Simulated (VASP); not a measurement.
# Ta in VASP: notebook, part 2 of 2

VASP 6.6.1. Earlier steps stand in the parts before.

## 4. Single point, PBEsol

The input, INCAR:

```
ALGO = Normal ; DIPOL = 0.5 0.5 0.500
EDIFF = 1E-7 ; ENCUT = 520
GGA = PS ; ICORELEVEL = 1
IDIPOL = 3 ; ISIF = 2
ISMEAR = 1 ; KPAR = 4
LASPH = True ; LCHARG = False
LDIPOL = True ; LREAL = False
LVACPOTAV = True ; LVHAR = True
LWAVE = False ; NELM = 80
PREC = Accurate ; SIGMA = 0.1
```

The input, KPOINTS:

```
k-points
0
Gamma
  14 14 1
```

The input, POSCAR:

```
Ta                                      
1.0
    2.8434818300      0.0000000000      0.0000000000
   -0.9478272800      2.6808603800      0.0000000000
    0.0000000000      0.0000000000     26.6084659600
  Ta            
     6
Direct
     0.5000000000000000    0.5000000000000000    0.2861078154512975
     0.0000000000000000    0.0000000000000000    0.3693686949726408
     0.5000000000000000    0.5000000000000000    0.4565800153804120
     0.0000000000000000    0.0000000000000000    0.5434199846195881
     0.5000000000000000    0.5000000000000000    0.6306313050273592
     0.0000000000000000    0.0000000000000000    0.7138921845487024
```

Potentials or basis: VASP PAW PBE potentials, release 64 (Ta_pv).

Launch:

```
$ cat potpaw_PBE.64/Ta_pv/POTCAR > POTCAR
$ mpirun -np 4 vasp_std > vasp.out
```

OUTCAR:

```text
EDIFF = 1E-7
   ENCUT = 520
   GGA = PS
   ISIF = 2
   ISMEAR = 1
   LASPH = True
   LREAL = False
   NELM = 80
   PREC = Accurate

 ion  position               nearest neighbor table
   1  0.500  0.500  0.286-   2 2.76   2 2.76   2 3.21   2 3.21
   2  0.000  0.000  0.369-   1 2.76   1 2.76   3 2.84   3 2.84   1 3.21   1 3.21   3 3.28   3 3.28

   3  0.500  0.500  0.457-   4 2.83   4 2.83   2 2.84   2 2.84   4 3.28   4 3.28   2 3.28   2 3.28

   4  0.000  0.000  0.543-   3 2.83   3 2.83   5 2.84   5 2.84   3 3.28   3 3.28   5 3.28   5 3.28

   5  0.500  0.500  0.631-   6 2.76   6 2.76   4 2.84   4 2.84   6 3.21   6 3.21   4 3.28   4 3.28

   6  0.000  0.000  0.714-   5 2.76   5 2.76   5 3.21   5 3.21

  LATTYP: Found a base centered orthorhombic cell.
 ALAT       =     3.2833699989
 B/A-ratio  =     1.4142135638
 C/A-ratio  =     8.1040108086

  Lattice vectors:

 A1 = (   2.8434818300,   0.0000000000,   0.0000000000)
 A2 = (  -0.9478272800,   2.6808603800,   0.0000000000)
 A3 = (   0.0000000000,   0.0000000000,  26.6084659600)

Analysis of symmetry for initial positions (statically):
=====================================================================
 Subroutine PRICEL returns:
 Original cell was already a primitive cell.

 Routine SETGRP: Setting up the symmetry group for a
 base centered orthorhombic supercell.

 Subroutine GETGRP returns: Found  8 space group operations
 (whereof  4 operations were pure point group operations)
 out of a pool of  8 trial point group operations.

The static configuration has the point symmetry C_2v.
 The point group associated with its full space group is D_2h.

Analysis of symmetry for dynamics (positions and initial velocities):
=====================================================================
 Subroutine PRICEL returns:
 Original cell was already a primitive cell.

 Routine SETGRP: Setting up the symmetry group for a
[... 168 lines left out ...]
   1-  1s -67336.8130  2s -11562.5185  2p -10129.6996  3s  -2644.0370  3p  -2218.0796
       3d  -1721.8122  4s   -534.0814  4p   -394.3969  4d   -215.7839  4f    -18.4127
       5s    -66.5869
   2-  1s -67336.1691  2s -11561.9151  2p -10129.0927  3s  -2643.4610  3p  -2217.5034
       3d  -1721.2341  4s   -533.5461  4p   -393.8659  4d   -215.2592  4f    -17.9088
       5s    -66.1604
   3-  1s -67336.1707  2s -11561.9135  2p -10129.0913  3s  -2643.4540  3p  -2217.4965
       3d  -1721.2278  4s   -533.5309  4p   -393.8499  4d   -215.2420  4f    -17.8872
       5s    -66.1219
   4-  1s -67336.1707  2s -11561.9135  2p -10129.0913  3s  -2643.4540  3p  -2217.4965
       3d  -1721.2278  4s   -533.5309  4p   -393.8499  4d   -215.2420  4f    -17.8872
       5s    -66.1219
   5-  1s -67336.1691  2s -11561.9151  2p -10129.0927  3s  -2643.4610  3p  -2217.5034
       3d  -1721.2341  4s   -533.5461  4p   -393.8659  4d   -215.2592  4f    -17.9088
       5s    -66.1604
   6-  1s -67336.8130  2s -11562.5185  2p -10129.6996  3s  -2644.0370  3p  -2218.0796
       3d  -1721.8122  4s   -534.0814  4p   -394.3969  4d   -215.7839  4f    -18.4127
       5s    -66.5869

 E-fermi :   0.7188     XC(G=0):  -7.4597

 val. band max:        0.7164540988   @ k =   0.3571   0.0000   0.0000
 cond. band min:       0.7199720383   @ k =  -0.4286   0.2857   0.0000
 fundamental gap:      0.0035179395
 Fermi energy:         0.7187641297

 k-point     1 :       0.0000    0.0000    0.0000
  band No.  band energies     occupation
      1     -33.6302      2.00000
      2     -33.5962      2.00000
      3     -33.2475      2.00000
      4     -32.8913      2.00000
      5     -32.8757      2.00000
      6     -32.8746      2.00000
[... 997 lines left out ...]
     38       2.5816     -0.00000
     39       3.4966      0.00000

 [... further k-points ...]

------------------------ aborting loop because EDIFF is reached ----------------------------------------

  FORCE on cell =-STRESS in cart. coord.  units (eV):
  Direction    XX          YY          ZZ          XY          YZ          ZX
  --------------------------------------------------------------------------------------
  -------------------------------------------------------------------------------------
  Total       -2.5384465     -2.3897198     -0.1118077      0.2103313      0.0000000      0.0000000
  in kB      -20.0509108    -18.8761351     -0.8831571      1.6613838      0.0000000      0.0000000
  external PRESSURE =     -13.2700677 kB  Pullay stress =       0.0000000 kB

 VOLUME and BASIS-vectors are now :
 -----------------------------------------------------------------------------
  energy-cutoff  :      520.00
  volume of cell :      202.84
      direct lattice vectors                 reciprocal lattice vectors
     2.843481830  0.000000000  0.000000000     0.351681516  0.124338193  0.000000000
    -0.947827280  2.680860380  0.000000000     0.000000000  0.373014577  0.000000000
     0.000000000  0.000000000 26.608465960     0.000000000  0.000000000  0.037582024

 POSITION                                       TOTAL-FORCE (eV/Angst)
 -----------------------------------------------------------------------------------
      0.94783      1.34043      7.61289        -0.000000      0.000000      0.000583
      0.00000      0.00000      9.82833         0.000000      0.000000      0.006212
      0.94783      1.34043     12.14889         0.000000      0.000000      0.010941
      0.00000      0.00000     14.45957         0.000000      0.000000     -0.010941
      0.94783      1.34043     16.78013         0.000000      0.000000     -0.006212
      0.00000      0.00000     18.99558         0.000000      0.000000     -0.000583
 -----------------------------------------------------------------------------------
    total drift:                                0.000000     -0.000000      0.000000

  FREE ENERGIE OF THE ION-ELECTRON SYSTEM (eV)
  ---------------------------------------------------
  free  energy   TOTEN  =       -72.8542836024 eV

  energy  without entropy=      -72.8538084863  energy(sigma->0) =      -72.85412523

 vacuum level on the upper side and lower side of the slab         5.547         5.547
```

stdout:

```text
POSCAR found type information on POSCAR Ta
 POSCAR found :  1 types and       6 ions
 scaLAPACK will be used
 -----------------------------------------------------------------------------
|                                                                             |
[... 23 lines left out ...]
|     field-free region was found. Please increase the size of  your cell     |
|     in the dimension of the dipole correction to obtain accurate            |
|     workfunction values.                                                    |
|                                                                             |
 -----------------------------------------------------------------------------
```

It took 2.1 min on 4 MPI ranks of Intel Xeon 6975P-C (Granite Rapids), shared host; peak memory 0.53 GiB.

Results:

- Free energy: -72.8543 eV
- Largest force: 0.011 eV/Å
- Band gap on the k mesh: none (metal or under the smearing width)
- Work function of the upper face: 4.83 eV
- Work function of the lower face: 4.83 eV

Forces in eV/Å, atoms in the order of the input:
```
Ta   0.000  0.000  0.001
Ta   0.000  0.000  0.006
Ta   0.000  0.000  0.011
Ta   0.000  0.000 -0.011
Ta   0.000  0.000 -0.006
Ta   0.000  0.000 -0.001
```

Core levels (eV, on the scale of the bands):
```csv
atom,levels
1 Ta,"1s -67336.8, 2s -11562.5, 2p -10129.7, 3s -2644.0, 3p -2218.1, 3d -1721.8, 4s -534.1, 4p -394.4, 4d -215.8, 4f -18.4, 5s -66.6"
2 Ta,"1s -67336.2, 2s -11561.9, 2p -10129.1, 3s -2643.5, 3p -2217.5, 3d -1721.2, 4s -533.5, 4p -393.9, 4d -215.3, 4f -17.9, 5s -66.2"
3 Ta,"1s -67336.2, 2s -11561.9, 2p -10129.1, 3s -2643.5, 3p -2217.5, 3d -1721.2, 4s -533.5, 4p -393.8, 4d -215.2, 4f -17.9, 5s -66.1"
4 Ta,"1s -67336.2, 2s -11561.9, 2p -10129.1, 3s -2643.5, 3p -2217.5, 3d -1721.2, 4s -533.5, 4p -393.8, 4d -215.2, 4f -17.9, 5s -66.1"
5 Ta,"1s -67336.2, 2s -11561.9, 2p -10129.1, 3s -2643.5, 3p -2217.5, 3d -1721.2, 4s -533.5, 4p -393.9, 4d -215.3, 4f -17.9, 5s -66.2"
6 Ta,"1s -67336.8, 2s -11562.5, 2p -10129.7, 3s -2644.0, 3p -2218.1, 3d -1721.8, 4s -534.1, 4p -394.4, 4d -215.8, 4f -18.4, 5s -66.6"
```

Caveat: the PAW data sets were made with another functional, which shifts forces and pressure a little. The run has no spin-orbit coupling, so splittings on Ta are missing.
